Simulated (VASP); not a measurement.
Here is a VASP 6.6.1 calculation.

The input INCAR:

```
SYSTEM = H17ClO8
PREC = Accurate
ENCUT = 520
EDIFF = 1E-6
ISMEAR = -1
SIGMA = 0.02
LREAL = Auto
LASPH = .True.
NELM = 60
ALGO = Normal
ISIF = 2
LWAVE = .False.
LCHARG = .False.
GGA = PE
IVDW = 12
NBANDS = 55
```

Contents of KPOINTS:

```
Automatic mesh
0
Gamma
  1 1 1
  0 0 0
```

POSCAR

```
H17ClO8
1.0
    6.8406160000      0.0000000000      0.0000000000
    0.0000000000      6.8406160000      0.0000000000
    0.0000000000      0.0000000000      6.8406160000
O H Cl
8 17 1
Direct
    0.0805483015      0.0287108646      0.8291797113
    0.9263639415      0.9688454958      0.1891057764
    0.5549938777      0.2349642196      0.1917663555
    0.7458977379      0.6195494675      0.2901493082
    0.2476092796      0.4149772477      0.8509759940
    0.5985718245      0.9234987025      0.8203793343
    0.0781654752      0.2967861374      0.3593389835
    0.3915144484      0.7539233309      0.1289065195
    0.1502203895     -0.0431393898      0.7322878524
    0.1635232850      0.1459810052      0.8679042940
    0.8017845177      1.0496569315      0.1867521872
    0.9610976555      0.9774558315      0.0450105663
    0.6421205342      0.3419575079      0.2029787961
    0.4327972802      0.2713790688      0.2435599367
    0.8550107183      0.5410916210      0.3173106048
    0.8342962096      0.7418776321      0.2736303280
    0.1548983308      0.5233446812      0.8745411232
    0.3120625394      0.4407351619      0.7192188540
    0.7421553848      0.9164525534      0.8250280384
    0.5527572371      0.9025649152      0.6924376401
    0.0658712607      0.3267834359      0.4973821071
    0.0455075976      0.1552345578      0.3527167729
    0.4871344920      0.6537569131      0.1561701461
    0.4505296014      0.8600395052      0.0453760305
    0.3516934732      0.8276301433      0.2656485907
    0.2921374332      0.7867420127      0.5071619281
```

Potentials or basis: VASP PAW PBE potentials, release 64 (O, H, Cl).

Run with:

```bash
$ cat potpaw_PBE.64/O/POTCAR potpaw_PBE.64/H/POTCAR potpaw_PBE.64/Cl/POTCAR > POTCAR
$ mpirun -np 1 vasp_gam > vasp.out
```

Question: Estimate the dispersion energy per atom.

Answer: -0.033 eV.

Question: What does it give for the pressure?

Answer: -0.3 GPa.

Stress tensor (GPa, compression positive):
```
-0.85 -1.14  0.31
-1.14 -0.72  0.68
 0.31  0.68  0.67
```
